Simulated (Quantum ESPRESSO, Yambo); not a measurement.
# BAs (F-43m): G0W0 with Yambo, start to end, part 3 of 3

Wanted: ground state, empty states, screening and self-energy for BAs (F-43m).

Quantum ESPRESSO 7.5 and Yambo 5.3.0; PBE and many-body steps on it, plane waves. Known limits of the many-body steps: not at the basis limit; coarse k mesh.

So far. Step 3 (Bands along the symmetry lines): The gap is 1.142 eV, as in the run before at this level. Step 4 (Empty states on the mesh, 4×4×4 mesh, 288 bands): On this mesh the gap is 1.385 eV. The earlier step found 1.142 eV, so this mesh misses an edge.

### Step 6. Screening and self-energy, 4×4×4 mesh, 288 bands, screening to 231.3 eV

Now the one-shot GW correction: screening in the RPA, then the self-energy of the levels asked for.

This step: G0W0 on PBE with spin-orbit coupling, plane waves, norm-conserving pseudopotentials.

gw4.in reads:

```
HF_and_locXC
gw0
dyson
ppa
em1d
rim_cut
RandQpts= 1000000
RandGvec= 1 RL
EXXRLvcs= 100 Ry
VXCRLvcs= 400 Ry
Chimod= "HARTREE"
% BndsRnXp
 1 | 288 |
%
NGsBlkXp= 17 Ry
% LongDrXp
 1 | 1 | 1 |
%
% GbndRnge
 1 | 288 |
%
DysSolver= "n"
ExtendOut
PPAPntXp= 27.21138 eV
% QPkrange
 1 | 1 | 23 | 30 |
 7 | 7 | 23 | 30 |
%
```

The run is started by

```sh
OMP_NUM_THREADS=1 mpirun -n 4 yambo -F gw4.in -J gw4 -C gw4 > gw4.log
```

What it wrote:

```text
 Yambo, version 5.3.0

 [02] CORE Variables Setup
 =========================

  [... cell, symmetries and grids as in the set-up ...]

  [02.05] Energies & Occupations
  ==============================

  [X] === General ===
  [X] Electronic Temperature                        :  0.000000  0.000000 [eV K]
  [X] Bosonic    Temperature                        :  0.000000  0.000000 [eV K]
  [X] Finite Temperature mode                       : no
  [X] El. density                                   :  0.95404E+24 [cm-3]
  [X] Fermi Level                                   :  12.23367 [eV]

  [X] === Gaps and Widths ===
  [X] Conduction Band Min                           :  1.384909 [eV]
  [X] Valence Band Max                              :  0.000000 [eV]
  [X] Filled Bands                                  :  26
  [X] Empty Bands                                   :   27  288
  [X] Direct Gap                                    :  3.083061 [eV]
  [X] Direct Gap localized at k                     :  1
  [X] Indirect Gap                                  :  1.384909 [eV]
  [X] Indirect Gap between kpts                     :   1   7
  [X] Last valence band width                       :  5.234831 [eV]
  [X] 1st conduction band width                     :  3.818586 [eV]

 [03] Transferred momenta grid and indexing
 ==========================================

 IBZ Q-points                                      :   8
 BZ  Q-points                                      :   64

 K/Q-points units:
 rlu = crystal or reduced units; cc = cartesian coordinates; iku = interal k-units

 Q [1]          [rlu]:  0.000000  0.000000  0.000000
 Q [2]          [rlu]:  0.31652E-17  0.31652E-17  0.25000
 Q [3]          [rlu]: -0.63303E-17 -0.63303E-17 -0.50000
 Q [4]          [rlu]: -0.18488E-16  0.25000      0.25000
 Q [5]          [rlu]: -0.34720E-18  0.25000      0.50000
 Q [6]          [rlu]: -0.63303E-17  0.25000     -0.25000
 Q [7]          [rlu]:  0.36976E-16 -0.50000     -0.50000
 Q [8]          [rlu]:  0.250000 -0.500000 -0.250000

 [04] Coloumb potential Random Integration (RIM)
 ===============================================

  [04.01] RIM initialization
  ==========================

  * Diagonal components only detected *

  8 x (sBL volume)        :  0.168596 [a.u.]
  sBZ random points       :  1000000
  Points outside the sBZ  :   7996195
  RL volume               :  1.348768 [a.u.]
  Integrated volume       :  1.349410 [a.u.]

  [04.02] RIM integrals
  =====================

  Gamma point sphere radius             :  0.100207 [a.u.]
  Points outside the sphere             :   799659
  [Int_sBZ(q=0) 1/q^2]*(Vol_sBZ)^(-1/3) =:  7.764404
                                 should be <:  7.795600

  Summary of Coulomb integrals for non-metallic bands |Q|[au] RIM/Bare

  Q [1] 0.100000E-4 0.995998 * Q [2] 0.301388 1.064955
  Q [4] 0.348013 1.063169 * Q [6] 0.492165 1.026119
  Q [5] 0.577115 1.019126 * Q [3] 0.602777 1.017184
  Q [7] 0.696026 1.014132 * Q [8] 0.778181 1.011034

 [05] Dipoles
 ============

  [05.01] Setup: observables and procedures
  =========================================

 [06] Dynamic Dielectric Matrix (PPA)
 ====================================

 [WR./gw4//ndb.pp]---------------------------------------------------------------
  Brillouin Zone Q/K grids (IBZ/BZ)                :    8   64    8   64
  RL vectors                                       :   3839 [WF]
  Coulomb cutoff potential                         : none
  Electronic Temperature                           :  0.000000 [K]
  Bosonic    Temperature                           :  0.000000 [K]
  PPA    diel. fun.  energies                      : Perdew, Burke & Ernzerhof(X)+Perdew, Burke & Ernzerhof(C)
  wavefunctions                                    : Perdew, Burke & Ernzerhof(X)+Perdew, Burke & Ernzerhof(C)
  Global Gauge                                     : length
  X matrix size                                    :  259
  X band range                                     :    1  288
  X e/h energy range                               : -1.000000 -1.000000 [eV]
  X Time ordering                                  : R
  X Hxc Kernel                                     : HARTREE
  X Drude frequency                                :  0.000000  0.000000
  X poles                                          :  100.0000 [o/o]
  RL vectors in the sum                            :   3839
  [r,Vnl] included                                 : yes
  Field direction                                  :  0.577350E-5  0.577350E-5  0.577350E-5
  BZ energy Double Grid                            : no
  BZ energy DbGd points                            : 0
  BZ Q point size factor                           : -1.000000
  X Optical Averaged directions                    : none

 [07] Local Exchange-Correlation + Non-Local Fock
 ================================================

 [VXC] Plane waves :  24933
 [EXS] Plane waves :  3143

 QP @ state[ 1 ] K range:  1  1
 QP @ state[ 1 ] b range:  23  30
 QP @ state[ 2 ] K range:   7   7
 QP @ state[ 2 ] b range:  23  30

 [xc] Functional : Perdew, Burke & Ernzerhof(X)+Perdew, Burke & Ernzerhof(C)
 [xc] LIBXC used to calculate xc functional
  PP Number of Atomic Species                      :  2
  NLCC RL compoments                               :  24933
  PP Number of Atomic Species                      :  2
  NLCC RL compoments                               :  24933

 [xc] E_xc :  -25.05805 [Ha]
      E_xc :  -50.11609 [Ry]

  Local XC kind (lXC) : Perdew, Burke & Ernzerhof(X)+Perdew, Burke & Ernzerhof(C)
  Non-Local XC kind (nlXC) : Hartree-Fock

  Corrections @ K [1] :  [eV]
 <23|nlXC|23> = -15.54252 -0.96852E-17 <23|lXC|23> = -14.15394 -0.23623E-16
 <24|nlXC|24> = -15.54255  0.25685E-17 <24|lXC|24> = -14.15394  0.94415E-16
 <25|nlXC|25> = -15.54247 -0.35721E-18 <25|lXC|25> = -14.15394  0.94408E-16
 <26|nlXC|26> = -15.54249 -0.75382E-17 <26|lXC|26> = -14.15394 -0.47200E-16
 <27|nlXC|27> = -8.278190 -0.21821E-17 <27|lXC|27> = -13.02449  0.14162E-15
 <28|nlXC|28> = -8.278190  0.15342E-17 <28|lXC|28> = -13.02449  0.23598E-16
 <29|nlXC|29> = -8.301886  0.96799E-18 <29|lXC|29> = -13.06844 -0.94409E-16
 <30|nlXC|30> = -8.301912 -0.23000E-17 <30|lXC|30> = -13.06844 -0.82010E-20

  Corrections @ K [7] :  [eV]
 <23|nlXC|23> = -16.23693 -0.48378E-17 <23|lXC|23> = -13.11414 -0.23602E-16
 <24|nlXC|24> = -16.23695 -0.15545E-16 <24|lXC|24> = -13.11414  0.11800E-15
 <25|nlXC|25> = -16.13323  0.54085E-18 <25|lXC|25> = -13.06888  0.71210E-20
 <26|nlXC|26> = -16.13322  0.56141E-17 <26|lXC|26> = -13.06888 -0.70784E-21
 <27|nlXC|27> = -6.916503 -0.21352E-17 <27|lXC|27> = -11.15189 -0.35403E-16
 <28|nlXC|28> = -6.916494  0.14310E-17 <28|lXC|28> = -11.15189 -0.70809E-16
 <29|nlXC|29> = -7.014411  0.21280E-17 <29|lXC|29> = -11.35489  0.17698E-16
 <30|nlXC|30> = -7.014411  0.95273E-18 <30|lXC|30> = -11.35489 -0.29498E-16

 [08] Dyson equation: Newton solver
 ==================================

  [08.01] G0W0 (W PPA)
  ====================

  [  GW  ] Bands range     :    1  288
  [GW/PPA] G damping       :  0.100000 [eV]

  QP @ state[ 1 ] K range:  1  1
  QP @ state[ 1 ] b range:  23  30
  QP @ state[ 2 ] K range:   7   7
  QP @ state[ 2 ] b range:  23  30

   Sc/G bands                                       :    1  288
   Sc/G damping                                     :  0.100000 ev
   Sc bands terminator                              : no
   Sx RL components                                 :  3143

   QP @ state[ 1 ] K range                          :  1  1
   QP @ state[ 1 ] b range                          :  23  30
   QP @ state[ 2 ] K range                          :   7   7
   QP @ state[ 2 ] b range                          :  23  30
   GF energies kind                                 : Perdew, Burke & Ernzerhof(X)+Perdew, Burke & Ernzerhof(C)
   GF WF`s kind                                     : Perdew, Burke & Ernzerhof(X)+Perdew, Burke & Ernzerhof(C)
   Xs energies kind                                 : Perdew, Burke & Ernzerhof(X)+Perdew, Burke & Ernzerhof(C)
   Xs WF`s kind                                     : Perdew, Burke & Ernzerhof(X)+Perdew, Burke & Ernzerhof(C)

 [11] Game Over & Game summary
```

Run time: 8.4 min. Hardware: 4 MPI ranks of Arm Neoverse V1, shared host; peak memory 2.5 GiB.

This step gave:

- G0W0 gap on the points computed: 1.919 eV
- starting gap on the mesh: 1.385 eV
- k of the valence top: 0, 0, 0
- k of the conduction bottom: 0, -0.5, -0.5
- least direct G0W0 gap on the computed points: 3.932 eV
- Z at the valence top: 0.8053
- Z at the conduction bottom: 0.8156

The gap on the mesh goes from 1.38 eV to 1.92 eV, a correction of +0.53 eV. The start differs from the 1.14 eV found before because the two sample other k points.

Limits: finite bands, cutoff and mesh; coarse k mesh. v1 is the top filled band, c1 the lowest empty one. Levels before and after the correction, in eV, zero at the valence-band top of each column:

```tsv
	conduction bottom	valence top
Kohn-Sham	1.38	0.00
G0W0	1.92	0.00
```

```tsv
	level	energy (eV)
Kohn-Sham	Γ v3-v1	0.000
Kohn-Sham	Γ c1-c2	3.083
Kohn-Sham	Γ c3	3.298
Kohn-Sham	(0 -0.5 -0.5) v3	-4.206
Kohn-Sham	(0 -0.5 -0.5) v2-v1	-4.075
Kohn-Sham	(0 -0.5 -0.5) c1-c2	1.385
Kohn-Sham	(0 -0.5 -0.5) c3	1.394
G0W0	Γ v3-v1	0.000
G0W0	Γ c1-c2	3.932
G0W0	Γ c3	4.135
G0W0	(0 -0.5 -0.5) v3	-4.431
G0W0	(0 -0.5 -0.5) v2-v1	-4.301
G0W0	(0 -0.5 -0.5) c1-c2	1.919
G0W0	(0 -0.5 -0.5) c3	2.008
```

### Step 7. Where the time went

Times are wall times on the hardware named with each run, good to a factor of about two.

```tsv
step	time	share	memory (GiB)
ground state	45 s	7 %	0.48
bands along the symmetry lines	16 s	3 %	0.31
empty states on the mesh	48 s	8 %	0.83
conversion and set-up	3 s	0 %	0.24
screening and self-energy	8.4 min	82 %	2.5
```

### Step 8. Outcome

```
PBE gap                              : 1.14 eV, indirect
G0W0 gap on the mesh                 : 1.92 eV
G0W0 gap over the zone (rigid shift) : 1.68 eV
GW settings                          : 4×4×4 mesh, 288 bands, screening to 231.3 eV, Godby-Needs plasmon pole
known limits                         : not at the basis limit; coarse k mesh
```

**Reading.** G0W0 moves the gap on the mesh from 1.38 eV to 1.92 eV (+0.53 eV), with Z of 0.81 and 0.82 at the edges. The mesh misses the band edges by 0.24 eV in all; a rigid shift gives 1.68 eV for the zone. Only 2 of the mesh's irreducible points were corrected, so a valley elsewhere could overtake. The dearest step here is «screening and self-energy». Against experiment, by G0W0@PBE: the gap of 1.68 eV lies −0.14 eV from the measured 1.82 eV (indirect, 300 K, 2019); the direct gap of 3.93 eV lies −0.19 eV from the measured 4.12 eV (direct, 300 K, 2019); the gap of 1.68 eV lies −0.34 eV from the measured 2.02 eV (indirect, 300 K, 2019). An exciton line or allowed optical edge lies below the quasiparticle gap by the binding energy; a forbidden edge can push the onset above it. The calculation has static nuclei and no excitons; a measured gap holds zero-point and thermal motion, which mostly lowers it. Bands and cutoff are finite, so the gap is not at the basis limit. The miss can reach some tenths of an eV and take either sign; the mesh is an error of its own. In the G0W0 run levels were corrected at 2 k points alone, so a gap called «on the mesh» is the least over those, and an edge elsewhere would be missed. A denser mesh or path gives a starting gap of 1.14 eV: the GW mesh misses a band edge, so its gaps are not the fundamental one. The 4×4×4 mesh is coarse for this cell, which bears on the long-range parts of exchange and screening.

[Paths, hosts, dates, memory and timing lines, banners, echoed tables and standing remarks are left out of the program output.]

[Logs are printed without paths, hosts, clocks, repeated set-up lines and the standing remarks that a program may print on its own settings, such as how far it seeks lower states.]

[Runs of the session that timed out or met a known fault of the program may be left out.]

[Hosts, paths, dates, database ids (printed as entryN), source tags and the programs' standing remarks are cut or masked in the printed files.]
